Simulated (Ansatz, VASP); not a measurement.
Hf in VASP and in Ansatz

Contents of INCAR:

```
ALGO = Normal
EDIFF = 1E-6
ENCUT = 520
GGA = RP
ISIF = 2
ISMEAR = -1
LASPH = T
LCHARG = F
LREAL = F
LWAVE = F
NBANDS = 22
NELM = 60
PREC = Accurate
SIGMA = 0.1
```

KPOINTS

```
k-points
0
Gamma
  8 8 11
```

File POSCAR:

```
Hf
1.0
    4.9032271462      0.0000000000      0.0000000000
   -2.4516135731      4.2463192691      0.0000000000
    0.0000000000      0.0000000000      3.0408968336
Hf
3
Direct
    1.0000000000      1.0000000000      0.0000000000
    0.3333333333      0.6666666667      0.5000000000
    0.6666666667      0.3333333333      0.5000000000
```

Input for Ansatz:

```yaml
crystal:
  lattice:
    - [4.9032271462, 0.0, 0.0]
    - [-2.4516135731, 4.2463192691, 0.0]
    - [0.0, 0.0, 3.0408968336]
  atoms:
    - { symbol: Hf, position: [1.0, 1.0, 0.0] }
    - { symbol: Hf, position: [0.3333333333, 0.6666666667, 0.5] }
    - { symbol: Hf, position: [0.6666666667, 0.3333333333, 0.5] }
hamiltonian:
  xc: rpbe
  pseudopotentials:
    kind: paw
    azcp:
      Hf: "pseudopotentials/Hf.paw.azcp"
basis:
  ecutwfc: 420
  fft_grid_basis: typed
kpoints:
  mp_grid: { grid: [8, 8, 11], shift: [0, 0, 0] }
magnetization:
  spin_polarized: false
scf:
  occupations: { method: fermi_dirac, width: 0.1 }
  lower_state_search: "off"
output:
  stress: true
```

Alike in both runs: task single point; functional RPBE; k mesh 8 × 8 × 11; occupations fermi-dirac, width 0.1 eV; no spin polarisation.

```csv
,VASP,Ansatz
version,VASP 6.6.1,Ansatz 0.2.0
potentials or method,"VASP PAW PBE potentials, release 64 (Hf_pv)","plane waves (420 eV) with PAW, scalar-relativistic"
plane-wave cutoff (eV),520,420
valence electrons in the cell,30,78
```

VASP gave:

```
pressure (GPa)                                  : 9.3
largest component of the traceless stress (GPa) : 0.34
```

What did Ansatz give for the same quantities?

Pressure (GPa): 9.8; largest component of the traceless stress (GPa): 0.20.

The two sets of potentials don't hold the same shells in valence.

Caveats: the PAW data sets were made with another functional, which shifts forces and pressure a little (VASP). The runs have no spin-orbit coupling, so splittings on Hf are missing.
